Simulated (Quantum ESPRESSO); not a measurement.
Wanted: the native input for a Quantum ESPRESSO 7.5 run.

* Task: relaxation of the atoms
* Functional: LDA
* Potentials or basis: GBRV 1.5 LDA
* Cutoff: 612 eV
* Density cutoff: 4898 eV
* k mesh: 8 × 8 × 6
* Occupations: fermi-dirac, width 0.025 eV
* Spin: no spin polarisation
* Form of the LDA correlation: PZ81
* Mixing beta: 0.5
* Most SCF iterations: 120
* SCF threshold: 8e-10 Ry
* Most ionic steps: 40
* Forc conv thr: 0.0004 Ry/bohr
* Etot conv thr: 1e-05 Ry
* Ion dynamics: bfgs

The system is P.

```xyz
4
Lattice="1.6477 -5.4650 0.0000 1.6477 5.4650 0.0000 0.0000 0.0000 4.5436" Properties=species:S:1:pos:R:3 pbc="T T T"
P     1.6477   -4.4173    2.6754
P     1.6477    4.4173    1.8683
P     1.6477   -1.0477    0.4035
P     1.6477    1.0477    4.1401
```

One way to write it, as run:

pw.in

```
&CONTROL
  calculation = 'relax'
  prefix = 'pwscf'
  outdir = './tmp'
  pseudo_dir = './pseudo'
  tprnfor = .true.
  disk_io = 'low'
  nstep = 40
  forc_conv_thr = 0.0004
  etot_conv_thr = 1d-05
/
&SYSTEM
  ibrav = 0
  nat = 4
  ntyp = 1
  ecutwfc = 45
  ecutrho = 360
  nbnd = 16
  occupations = 'smearing'
  smearing = 'fd'
  degauss = 0.00183747
/
&ELECTRONS
  conv_thr = 8d-10
  electron_maxstep = 120
  mixing_beta = 0.5
/
&IONS
  ion_dynamics = 'bfgs'
/
ATOMIC_SPECIES
P     30.9738 p_lda_v1.5.uspp.F.UPF
CELL_PARAMETERS angstrom
   1.6477431241   -5.4650377251    0.0000000000
   1.6477431241    5.4650377251    0.0000000000
   0.0000000000    0.0000000000    4.5436355900
ATOMIC_POSITIONS crystal
P      0.9041431300    0.0958568700    0.5888151700
P      0.0958568700    0.9041431300    0.4111848300
P      0.5958568700    0.4041431300    0.0888151700
P      0.4041431300    0.5958568700    0.9111848300
K_POINTS automatic
8 8 6 0 0 0
```

Potentials or basis: GBRV 1.5 LDA.

Command:

```bash
$ OMP_NUM_THREADS=1 pw.x -in pw.in > pw.out
```

Results of the run:

```json
{
 "Energy gained by relaxing": "1.2 meV/atom",
 "Ionic steps": "6",
 "Band gap on the k mesh": "0.06 eV, direct"
}
```

Run time: 5.8 min on 1 thread of Arm Neoverse V2 (shared host), peak memory 0.3 GiB.
